Question: I have energy and pressure curves for niobium and tantalum, both in the fcc structure, and I have covered two rows near the middle to test my understanding. Can the outer rows tell me whether the relaxed cell is really free of pressure? And if I change the volume by 4 %, does squeezing cost more than stretching, as it does at 12 %?

Ansatz 0.2.0, PBE with plane-wave PAW (420 eV), scalar-relativistic, no spin polarisation, 14×14×14 k mesh, for fcc Nb and Ta scaled uniformly from their relaxed cells (18.80 and 18.83 Å³ per atom). Energies are for zero smearing and count from scale 1; pressures, positive in compression, include the electronic entropy term at 0.1 eV Fermi-Dirac smearing.

```
volume scale  energy change, Nb (meV/atom)  pressure, Nb (GPa)  energy change, Ta (meV/atom)  pressure, Ta (GPa)
        0.88                         160.5               25.91                         194.7               30.75
        0.92                          65.1               15.50                          80.5               18.56
        0.96                          14.2                6.90                          18.6                8.46
           1                             ?                   ?                             ?                   ?
        1.04                             ?                   ?                             ?                   ?
        1.08                          57.5              -11.02                          64.1              -12.57
        1.12                         119.8              -15.05                         135.5              -17.30
```

Answer: Start with the way the pressure changes. In Nb it falls by 10.4 GPa between volume scales 0.88 and 0.92, but by only 4.0 GPa between 1.08 and 1.12. The metal softens as it expands. The usual explanation is that overlap between neighbouring d orbitals fades with distance, so the pull of a stretched bond grows ever more slowly, while repulsion rises steeply when the atoms are pushed together.

This bend decides what lies in the gap. A straight line from 0.96 to 1.08 would put Nb at +0.9 GPa at scale 1, as if the relaxed cell were still squeezed. A curve that sags below that line gives a lower pressure. A suitable form is the third-order Birch-Murnaghan equation, written about scale 1:

P = v^(−5/3) · (a + b·u + c·u²), with u = v^(−2/3) − 1

Here P is the pressure, v is the volume scale, and a is the pressure at scale 1. The constants b and c carry the stiffness and its change with volume. I fitted the three constants to the five visible pressures of each metal. The energies were fitted separately with the integral of the same form, again with three constants for five rows.

For scale 1 the forecast is a slight tension in Nb, about −0.2 GPa, and a pressure close to zero in Ta, with its sign left open. The range is ±0.2 GPa, a judgement that allows for small irregularities from the k mesh and the smearing. The energy there is zero by definition and tests nothing.

At scale 1.04 I expect about −6.1 GPa in Nb and −6.8 GPa in Ta, with the same range. Tantalum should also repeat a pattern of the visible rows. On both sides of the gap its pressure changes are 1.17 times those of Nb, so the drop from 1 to 1.04 should be larger by a factor of 1.17 ± 0.06 as well.

The energies hold the more surprising forecast. Two effects make expansion and compression differ. Softening makes expansion the cheaper direction, and it grows with the cube of the volume change. The other effect is a small slope of the energy at scale 1: if the energy minimum lies at a slightly smaller volume, expansion leads away from it and compression at first leads towards it. That effect grows only in proportion to the volume change, so it can win when the change is small.

For Nb the energy fit gives 3.9 meV per atom for the slope and −1.9 meV for the softening, both for the difference between scales 1.04 and 0.96. Added to the visible energy at 0.96, they give the forecast:

14.2 + 3.9 − 1.9 = 16.2 meV per atom

Expansion by 4 % should therefore cost more than compression in Nb, the reverse of the order at 12 %. In Ta the slope is much weaker, and the usual order should survive, with about 17 meV at scale 1.04. The range for both energies is ±0.5 meV.

The same two numbers explain why the order turns round. From 4 % to 12 % the slope effect grows 3 times and the softening 27 times:

3 × 3.9 − 27 × 1.9 ≈ −40 meV per atom

The table has 119.8 − 160.5 = −40.7 meV. Those two rows were part of the fit, so the agreement shows that the simple picture is consistent, not that it predicts.

The withheld rows as computed:

```
volume scale  energy change, Nb (meV/atom)  pressure, Nb (GPa)  energy change, Ta (meV/atom)  pressure, Ta (GPa)
           1                           0.0               -0.22                           0.0                0.09
        1.04                          16.1               -6.12                          17.2               -6.83
```

All the forecasts hold. The pressure misses are at most about 0.01 GPa in Nb and 0.03 GPa in Ta, and the energy misses are below 0.1 meV per atom. The ranges were far too cautious. If each visible row is left out in turn and forecast from the other four, the typical miss is only 0.03 GPa in Nb and 0.05 GPa in Ta, which would have been a better guide. Filling a gap in a smooth curve is also a milder test than extending the curve beyond its ends. The fits and their misses are printed below.

So the relaxed Nb cell is not quite free of pressure. Its −0.22 GPa is small beside a bulk modulus of about 160 GPa, and shrinking the cell volume by roughly 0.1 % would remove it. My guess is that the relaxation stopped within its tolerance. Either way, the word "relaxed" should not be read as exactly zero pressure. All this holds for nuclei at rest: the runs leave out zero-point motion, whose outward push could be as large as this tension and could also reverse the small energy difference between expansion and compression by 4 % in Nb.

The order of the energies also came out as forecast: in Nb, 16.1 meV for expansion against 14.2 meV for compression. The residual tension is only about half of the reason. In both metals the pressure lies about 0.2 GPa above the value that the slope of the energy implies, so even a cell at exactly zero pressure would not sit at the minimum of this energy. In Nb the tension and this offset push the energy minimum the same way, towards smaller volume. In Ta a slight positive pressure cancels part of the offset.

The offset comes from the electronic entropy. Smearing spreads the electrons over levels near the Fermi energy. When the metal expands, its d bands narrow and more levels crowd into that range, so the entropy rises and favours a larger cell. The runs show the rise in entropy, though not the bands behind it. From scale 0.88 to 1.12 the entropy term of the free energy grows from 44.8 to 55.6 meV per atom in Nb and from 36.4 to 46.6 meV in Ta. The energy at zero smearing lies half of this term above the free energy, whose slope gives the pressure, so half of the growth counts. Divided by the change in volume, that half gives 0.19 GPa in Nb and 0.18 GPa in Ta, which accounts for the offset in both metals. The rough estimate in the program is nearly twice as large, mainly because it lets the density of states grow too fast with volume.

The factor between the two metals also holds: the pressure drop from 1 to 1.04 is 1.17 times as large in Ta. Energy ratios would have misled you here. Ta costs 18.6/14.2 ≈ 1.3 times as much as Nb at 0.96 but only 17.2/16.1 ≈ 1.1 times at 1.04, although the relative stiffness has hardly changed. The slope at scale 1 distorts energies counted from that point, whereas a pressure difference is free of that choice.

A single factor works because the two metals soften in nearly the same way. At a given volume scale the pressure depends on the stiffness and on how it changes, not on the size of the cell. The standard explanation for the stiffer Ta is that 5d orbitals reach further than 4d orbitals and form wider bands with stronger bonds; these curves do not test it. An alkali metal, bound by diffuse s electrons, would show the same kind of bend with far smaller pressures.

For practical use, take stiffness from pressure differences, and check the slope at the reference volume before reading meaning into energy differences of a few meV. Remember too that both metals prefer the bcc structure. Uniform scaling keeps the cell cubic, so a smooth curve with a minimum does not show that fcc Nb or Ta would resist a change of shape.

Numerical output:

```
fit of pressure_Nb on 5 rows: coefficient of g -0.2151 +/- 0.014, coefficient of g*u 242.9 +/- 0.14, coefficient of g*u**2 -57.23 +/- 3; rms 0.0108, worst 1.08 0.0183, leave-one-out rms 0.0323
  rows outside the fit (model, value, miss): 1.0 -0.2151, -0.22, 0.00494; 1.04 -6.11, -6.12, 0.0102
fit of pressure_Ta on 5 rows: coefficient of g 0.1179 +/- 0.02, coefficient of g*u 284.1 +/- 0.2, coefficient of g*u**2 -67.99 +/- 4.4; rms 0.0159, worst 1.08 0.024, leave-one-out rms 0.0539
  rows outside the fit (model, value, miss): 1.0 0.1179, 0.09, 0.0279; 1.04 -6.801, -6.83, 0.0289
fit of energy_Nb on 5 rows: coefficient of u -72.64 +/- 0.6, coefficient of u**2 21386 +/- 3.5, coefficient of u**3 -3251 +/- 109; rms 0.0189, worst 1.08 0.0332, leave-one-out rms 0.0949
  rows outside the fit (model, value, miss): 1.0 0, 0, 0; 1.04 16.18, 16.1, 0.0751
fit of energy_Ta on 5 rows: coefficient of u -15.55 +/- 0.99, coefficient of u**2 25110 +/- 5.7, coefficient of u**3 -3711 +/- 178; rms 0.0309, worst 1.08 -0.0505, leave-one-out rms 0.164
  rows outside the fit (model, value, miss): 1.0 0, 0, 0; 1.04 17.19, 17.2, -0.0103
Bulk modulus of Nb at scale 1 from the pressure fit, GPa: 161.6
Bulk modulus of Ta at scale 1 from the pressure fit, GPa: 189.6
Ratio Ta to Nb of the pressure drop from 0.88 to 0.96: 1.173
Ratio Ta to Nb of the pressure drop from 1.08 to 1.12: 1.174
Ratio Ta to Nb of the computed pressure drop from 1 to 1.04 (withheld rows): 1.173
Straight-line pressure of Nb at scale 1, GPa: 0.9267
Straight-line pressure of Nb at scale 1.04, GPa: -5.047
Nb, energy at 1.04 less that at 0.96, part from the slope at scale 1, meV/atom: 3.874
Nb, the same difference, part from softening on expansion, meV/atom: -1.899
Ta, energy at 1.04 less that at 0.96, part from the slope at scale 1, meV/atom: 0.8292
Ta, the same difference, part from softening on expansion, meV/atom: -2.239
Nb, mean pressure less -dE/dV on the known rows, GPa: 0.1947
Ta, mean pressure less -dE/dV on the known rows, GPa: 0.178
Rough entropy term of the pressure at 0.1 eV smearing, order of magnitude, GPa: 0.3505
```
